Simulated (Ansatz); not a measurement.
# Te2Pt (Moncheite) (P-3m1) in Ansatz: a series of runs

One crystal, Te2Pt (Moncheite), is run at these levels: LDA; tasks: single point, equation of state.

All numbers are computed with Ansatz 0.2.0; they aren't measurements. Logs are shortened: lines on timing, memory, paths and dates and some standing lists are left out, and cuts for length are marked.

## (1) Starting point

The structure is trigonal, space group P-3m1 (No. 164). The conventional cell has a = 4.010 Å, b = 4.010 Å, c = 5.201 Å, α = 90.00°, β = 90.00°, γ = 120.00°. Pt (site symmetry -3m) has 6 Te at 2.66 Å as nearest neighbours. Te (site symmetry 3m) has 3 Pt at 2.66 Å as nearest neighbours.

## (2) Single point, LDA, 22.69 Å³/atom (volume scaled by 0.94)

Contents of input.yaml:

```yaml
crystal:
  lattice:
    - [3.9281402959, 0.0, 0.0]
    - [-1.964070148, 3.4018692859, 0.0]
    - [0.0, 0.0, 5.0948273514]
  atoms:
    - { symbol: Pt, position: [0.0, 0.0, 0.0] }
    - { symbol: Te, position: [0.6666666667, 0.3333333333, 0.75] }
    - { symbol: Te, position: [0.3333333333, 0.6666666667, 0.25] }
hamiltonian:
  xc: lda
  pseudopotentials: { kind: paw }
kpoints:
  mp_grid: { grid: [8, 8, 5] }
scf:
  occupations: { method: fermi_dirac, width: 0.05 }
output:
  forces: true
  stress: true
  eigenvalues: true
  write_density: true
  write_potential: true
  elf: true
  volumetric_format: npy
```

Potentials or basis: Ansatz PAW.

Run with:

```sh
ansatz run input.yaml --threads 2 --pin off --max-ram 5632MiB --backend cpu --events-out ev --progress --plain --runs-dir out
```

What it wrote:

```text
Warning: RAYON_NUM_THREADS=2 ignored (pool sized by the plan → 2); use --threads N
Engine: ansatz 0.2.0, x86_64-unknown-linux-gnu
Pseudopotentials: kind: paw
Pseudopotential: Pt, paw, valence charge 18, recommended cutoff 420 eV (normal), Pt.paw.azcp
Pseudopotential: Te, paw, valence charge 16, recommended cutoff 420 eV (normal), Te.paw.azcp
Functional definition: SPW92
  exchange = slater_x
  correlation = pw_c
Crystal: 3 atoms, lattice volume = 68.082 Å³
Basis set: ecut = 420 eV, 1373 PW (Γ)
Bands: 30, of which v1, the nominal top of the filled ones, is band 25 counted from 1 (24 counted from 0)
Symmetry: 12 space group operations
Space group: P-3m1 (ITA 164), of the structure as read, at distance tolerance 4.1e-5 Å
k-points: 40 of 320
Non-local potential: Pt, projectors of the file, l = 0: 3, l = 1: 2, l = 2: 2, l = 3: 1
Non-local potential: Te, projectors of the file, l = 0: 2, l = 1: 2, l = 2: 2, l = 3: 2
PAW form: soft (Blöchl's): semilocal exchange-correlation on the pseudo side does not see the compensation charge
PAW frozen core: Pt, regenerated for the run's functional, and the local potential with it (the file was generated under x = pbe(κ = 0.804, μ = 0.2195149727645171), c = pbe(β = 0.06672455060314922))
PAW frozen core: Te, regenerated for the run's functional, and the local potential with it (the file was generated under x = pbe(κ = 0.804, μ = 0.2195149727645171), c = pbe(β = 0.06672455060314922))
PAW one-centre angular grid: Pt, 590 points (default); XC on 64 Gauss nodes
PAW one-centre angular grid: Te, 590 points (default); XC on 64 Gauss nodes
Initial density: superposition of atomic densities (neutral atoms: chi_scale 0, normalization atom), corrected by the library's trained network
Initial wavefunctions: pseudopotential atomic-orbital guess
Functional: x = slater, c = lda
SCF iter   1: F=—  HF=-25900.446147 eV  |F-HF|=—  |Δ(HF+E_count)|=         —  Δρ=6.20e-3  dr2=1.66e-2  ethr=1.77e-3  ⟨swp⟩=6.5  Hψ=5261  notcnv=0
preconditioner: auto → LDOS  [metal: Δε(μ)=0.054 eV  Ē_g=9.575 eV  σ=0.050 eV  W_gap=0.26  n_scr=22 (ndim 8)  ℏωp=21.1 eV  f_vac=0.011  D(μ)=1.78/eV (n_scr^D=8)  β→1.0]
SCF iter   2: F=—  HF=-25900.443503 eV  |F-HF|=—  |Δ(HF+E_count)|=   2.64e-3  Δρ=2.98e-3  dr2=8.90e-3  ethr=3.33e-5  ⟨swp⟩=2.3  Hψ=2569  notcnv=0  defer=6
preconditioner: auto → Kerker (q_TF=auto, 2.591 Å⁻¹)  [metal: Δε(μ)=0.052 eV  Ē_g=9.567 eV  σ=0.050 eV  W_gap=0.25  n_scr=22 (ndim 8)  ℏωp=21.1 eV  f_vac=0.010  D(μ)=1.80/eV (n_scr^D=8)  β→0.5]
SCF iter   3: F=—  HF=-25900.440256 eV  |F-HF|=—  |Δ(HF+E_count)|=   3.25e-3  Δρ=1.03e-3  dr2=5.08e-4  ethr=1.78e-5  ⟨swp⟩=2.0  Hψ=2183  notcnv=0  defer=6
SCF iter   4: F=—  HF=-25900.440101 eV  |F-HF|=—  |Δ(HF+E_count)|=   1.55e-4  Δρ=2.75e-4  dr2=7.79e-5  ethr=1.02e-6  ⟨swp⟩=2.2  Hψ=1690  notcnv=0  defer=6
SCF iter   5: F=—  HF=-25900.440076 eV  |F-HF|=—  |Δ(HF+E_count)|=   2.55e-5  Δρ=8.41e-5  dr2=6.04e-6  ethr=1.56e-7  ⟨swp⟩=2.0  Hψ=1594  notcnv=0  defer=6
SCF iter   6: F=—  HF=-25900.440074 eV  |F-HF|=—  |Δ(HF+E_count)|=   2.40e-6  Δρ=2.06e-5  dr2=3.38e-7  ethr=1.21e-8  ⟨swp⟩=2.0  Hψ=1632  notcnv=0  defer=6
SCF iter   7: F=-25900.440074 eV  HF=-25900.440074 eV  |F-HF|=2.38e-8  |Δ(HF+E_count)|=   2.67e-8  Δρ=7.23e-6  dr2=5.55e-8  ethr=2.00e-10  ⟨swp⟩=10.8  Hψ=9095  notcnv=0
SCF 1 converged in 7 iterations: F = -25900.440074 eV  dr2 = 5.55e-8
SCF converged after 7 iterations
Free energy (F): -25900.440074 eV
Harris-Foulkes:  -25900.440074 eV  (|F-HF|=2.38e-8)
Internal energy: -25900.425964 eV  (E = F + TS)
E sigma→0 (E₀):  -25900.433019 eV
Entropy (-TS):   -0.014110 eV (-4.703 meV/atom)
Fermi energy:    15.196085 eV
--- Per-component energies (eV) ---
  E_band       = -650.240367
  E_kinetic    = 1011.992344
  E_local      = -4382.788036  (includes V_loc(G=0)·N_el)
  E_nonlocal   = -402.817710
  E_hartree    = 2352.173016
  E_xc         = -513.021940
  E_vxc        = -518.904731  (∫ρ·V_xc dr)
  E_paw        = -18199.050813  (= ΣΔE_a)
  E_vpaw       = -1062.060458  (= ΣTr[D̂ρ^β])
  E_aug_tail   = -0.000205  (compensation charges beyond the density's cutoff)
  E_ewald      = -5768.733811
  E_core_change = 1.821192  (= ΣΔE_core)
  E_smearing   = -0.014110  (= −TS)
  E_closure    = 0.000000  (closes the sum)
  Σ components = -25900.440074   (vs F -25900.440074, Δ=0.00e0)
--- Forces (eV/Å), atoms counted from 1 ---
  atom   1  Pt     0.00000000     0.00000000     0.00000000
  atom   2  Te     0.00000000     0.00000000    -1.40936704
  atom   3  Te    -0.00000000    -0.00000000     1.40936704
  max |Σ_I F_I| component: 7.23e-19 eV/Å
--- Stress (GPa, compression-positive) ---
       11.840967       0.000000      -0.000000
        0.000000      11.840967      -0.000000
       -0.000000      -0.000000       8.297843
  P = ⅓ Tr σ = 10.6599 GPa (106.599 kbar)
--- Band table (eV; the first three rows and the last of 40) ---
  k-point 0: bands = ["-84.6228", "-38.8324", "-38.8324", "-38.6982", "-22.5550", "-22.5550", "-22.5341", "-22.5341", "-22.5335", "-22.5335", "-22.5313", "-22.5260", "-22.5167", "-22.5167", "0.1368", "4.0984", "7.6495", "8.4912", "8.4912", "10.7029", "10.7029", "12.1356", "14.4811", "14.4811", "16.3367", "16.3367", "16.4712", "17.7133", "19.8233", "20.9613"]
  k-point 1: bands = ["-84.6228", "-38.8324", "-38.8324", "-38.6982", "-22.5528", "-22.5528", "-22.5358", "-22.5358", "-22.5337", "-22.5337", "-22.5308", "-22.5264", "-22.5169", "-22.5169", "0.3186", "3.4318", "8.4683", "8.5188", "8.5188", "10.6890", "10.6890", "12.2082", "14.2269", "14.2269", "15.6380", "16.7428", "16.7428", "17.9302", "20.4120", "20.7377"]
  k-point 2: bands = ["-84.6228", "-38.8324", "-38.8324", "-38.6982", "-22.5478", "-22.5478", "-22.5384", "-22.5384", "-22.5359", "-22.5359", "-22.5295", "-22.5275", "-22.5171", "-22.5171", "0.7594", "2.4452", "8.5646", "8.5646", "9.7037", "10.6687", "10.6687", "12.4812", "13.9028", "13.9028", "14.1575", "17.4334", "17.4334", "18.7901", "20.2146", "20.2146"]
  k-point 39: bands = ["-84.6227", "-38.8365", "-38.8352", "-38.6978", "-22.5481", "-22.5458", "-22.5429", "-22.5364", "-22.5325", "-22.5310", "-22.5302", "-22.5205", "-22.5179", "-22.5176", "2.6931", "2.8478", "7.7842", "8.3757", "8.8766", "10.1043", "10.5936", "10.9483", "11.1185", "12.0397", "12.3715", "16.9700", "17.6281", "20.4613", "21.3438", "22.3050"]
```

Wall time 3.9 s (2 threads of Intel Xeon at 2.70GHz, shared host); peak memory 0.41 GiB.

Results:

```yaml
Free_energy: -25900.4401 eV
Pressure: 10.7 GPa
Largest_force: 1.409 eV/Å
Band_gap_on_the_k_mesh: none (metal or under the smearing width)
```

Caveat: the PAW data sets come from PBE, with cores solved anew for the run's functional, which leaves a small shift of forces and pressure; forces of over 1 eV/Å show positions far from the minimum, so gaps and moduli don't describe the material at rest.

## (3) Single point, LDA, 23.18 Å³/atom (volume scaled by 0.96)

Changes to input.yaml since step 2:

```diff
@@ -2,5 +2,5 @@
   lattice:
-    - [3.9281402959, 0.0, 0.0]
-    - [-1.964070148, 3.4018692859, 0.0]
-    - [0.0, 0.0, 5.0948273514]
+    - [3.9558041672, 0.0, 0.0]
+    - [-1.9779020836, 3.4258269012, 0.0]
+    - [0.0, 0.0, 5.1307075994]
   atoms:
@@ -20,5 +20 @@
   eigenvalues: true
-  write_density: true
-  write_potential: true
-  elf: true
-  volumetric_format: npy
```

Potentials or basis: Ansatz PAW.

Run with:

```sh
ansatz run input.yaml --threads 2 --pin off --max-ram 5632MiB --backend cpu --events-out ev --progress --plain --runs-dir out
```

Wall time 3.1 s (2 threads of Intel Xeon at 2.70GHz, shared host); peak memory 0.4 GiB.

Results (log left out):

```
Free energy            : -25900.5215 eV
Pressure               : 7.4 GPa
Largest force          : 1.112 eV/Å
Band gap on the k mesh : none (metal or under the smearing width)
```

Caveat: the PAW data sets come from PBE, with cores solved anew for the run's functional, which leaves a small shift of forces and pressure; forces of over 1 eV/Å show positions far from the minimum, so gaps and moduli don't describe the material at rest.

## (4) Single point, LDA, 23.66 Å³/atom (volume scaled by 0.98)

Changes to input.yaml since step 3:

```diff
@@ -2,5 +2,5 @@
   lattice:
-    - [3.9558041672, 0.0, 0.0]
-    - [-1.9779020836, 3.4258269012, 0.0]
-    - [0.0, 0.0, 5.1307075994]
+    - [3.9830864374, 0.0, 0.0]
+    - [-1.9915432187, 3.4494540403, 0.0]
+    - [0.0, 0.0, 5.166092908]
   atoms:
```

Run with:

```sh
ansatz run input.yaml --threads 2 --pin off --max-ram 5632MiB --backend cpu --events-out ev --progress --plain --runs-dir out
```

Wall time 3.2 s (2 threads of Intel Xeon at 2.70GHz, shared host); peak memory 0.4 GiB.

The run converged. Its results:

```
Free energy            : -25900.5752 eV
Pressure               : 4.5 GPa
Largest force          : 0.840 eV/Å
Band gap on the k mesh : none (metal or under the smearing width)
```

Caveat: the PAW data sets come from PBE, with cores solved anew for the run's functional, which leaves a small shift of forces and pressure.

## (5) Single point, LDA, 24.14 Å³/atom

Changes to input.yaml since step 4:

```diff
@@ -2,5 +2,5 @@
   lattice:
-    - [3.9830864374, 0.0, 0.0]
-    - [-1.9915432187, 3.4494540403, 0.0]
-    - [0.0, 0.0, 5.166092908]
+    - [4.01, 0.0, 0.0]
+    - [-2.005, 3.4727618692, 0.0]
+    - [0.0, 0.0, 5.201]
   atoms:
@@ -20 +20,5 @@
   eigenvalues: true
+  write_density: true
+  write_potential: true
+  elf: true
+  volumetric_format: npy
```

Run with:

```sh
ansatz run input.yaml --threads 2 --pin off --max-ram 5632MiB --backend cpu --events-out ev --progress --plain --runs-dir out
```

It took 4 s on 2 threads of Intel Xeon at 2.70GHz, shared host; peak memory 0.41 GiB.

The run converged. Its results:

* Free energy: -25900.6041 eV
* Pressure: 1.9 GPa
* Largest force: 0.591 eV/Å
* Band gap on the k mesh: none (metal or under the smearing width)

Caveat: the PAW data sets come from PBE, with cores solved anew for the run's functional, which leaves a small shift of forces and pressure.

## (6) Single point, LDA, 24.63 Å³/atom (volume scaled by 1.02)

Changes to input.yaml since step 5:

```diff
@@ -2,5 +2,5 @@
   lattice:
-    - [4.01, 0.0, 0.0]
-    - [-2.005, 3.4727618692, 0.0]
-    - [0.0, 0.0, 5.201]
+    - [4.0365570653, 0.0, 0.0]
+    - [-2.0182785327, 3.4957609624, 0.0]
+    - [0.0, 0.0, 5.2354447124]
   atoms:
```

Potentials or basis: Ansatz PAW.

Run with:

```sh
ansatz run input.yaml --threads 2 --pin off --max-ram 5632MiB --backend cpu --events-out ev --progress --plain --runs-dir out
```

It took 3.3 s on 2 threads of Intel Xeon at 2.70GHz, shared host; peak memory 0.41 GiB.

The run converged. Its results:

- Free energy: -25900.6111 eV
- Pressure: -0.4 GPa
- Largest force: 0.364 eV/Å
- Band gap on the k mesh: none (metal or under the smearing width)

Caveat: the PAW data sets come from PBE, with cores solved anew for the run's functional, which leaves a small shift of forces and pressure.

## (7) Single point, LDA, 25.11 Å³/atom (volume scaled by 1.04)

Changes to input.yaml since step 6:

```diff
@@ -2,5 +2,5 @@
   lattice:
-    - [4.0365570653, 0.0, 0.0]
-    - [-2.0182785327, 3.4957609624, 0.0]
-    - [0.0, 0.0, 5.2354447124]
+    - [4.0627692093, 0.0, 0.0]
+    - [-2.0313846047, 3.518461345, 0.0]
+    - [0.0, 0.0, 5.2694420593]
   atoms:
@@ -20,5 +20 @@
   eigenvalues: true
-  write_density: true
-  write_potential: true
-  elf: true
-  volumetric_format: npy
```

Run with:

```sh
ansatz run input.yaml --threads 2 --pin off --max-ram 5632MiB --backend cpu --events-out ev --progress --plain --runs-dir out
```

It took 3 s on 2 threads of Intel Xeon at 2.70GHz, shared host; peak memory 0.4 GiB.

Results (log left out):

```yaml
Free_energy: -25900.5985 eV
Pressure: -2.4 GPa
Largest_force: 0.155 eV/Å
Band_gap_on_the_k_mesh: none (metal or under the smearing width)
```

Caveat: the PAW data sets come from PBE, with cores solved anew for the run's functional, which leaves a small shift of forces and pressure.

## (8) Single point, LDA, 25.59 Å³/atom (volume scaled by 1.06)

Changes to input.yaml since step 7:

```diff
@@ -2,5 +2,5 @@
   lattice:
-    - [4.0627692093, 0.0, 0.0]
-    - [-2.0313846047, 3.518461345, 0.0]
-    - [0.0, 0.0, 5.2694420593]
+    - [4.0886474179, 0.0, 0.0]
+    - [-2.044323709, 3.5408725311, 0.0]
+    - [0.0, 0.0, 5.3030062894]
   atoms:
```

Run with:

```sh
ansatz run input.yaml --threads 2 --pin off --max-ram 5632MiB --backend cpu --events-out ev --progress --plain --runs-dir out
```

Wall time 3.4 s (2 threads of Intel Xeon at 2.70GHz, shared host); peak memory 0.41 GiB.

It converged, with:

| Quantity | Value |
| --- | --- |
| Free energy | -25900.5685 eV |
| Pressure | -4.2 GPa |
| Largest force | 0.036 eV/Å |
| Band gap on the k mesh | none (metal or under the smearing width) |

Caveat: the PAW data sets come from PBE, with cores solved anew for the run's functional, which leaves a small shift of forces and pressure.

## (9) Equation of state, LDA

Potentials or basis: Ansatz PAW.

This step only gathers the single runs of the series.

What came out:

- Equilibrium volume: 24.55 Å³/atom
- Bulk modulus at fixed shape and positions: 112 GPa
- Pressure derivative of the bulk modulus: 4.9

Energy against volume, from the lowest point:
```csv
volume (Å³/atom),energy (meV/atom)
22.694,57.02
23.177,29.88
23.660,11.98
24.143,2.33
24.626,0.00
25.108,4.20
25.591,14.21
```

Caveat: the cell was scaled at fixed shape and fractional positions, which overstates the stiffness of a crystal with free parameters, most of all of layers and chains. Spin-orbit coupling is left out, which matters for the levels of Pt, Te.
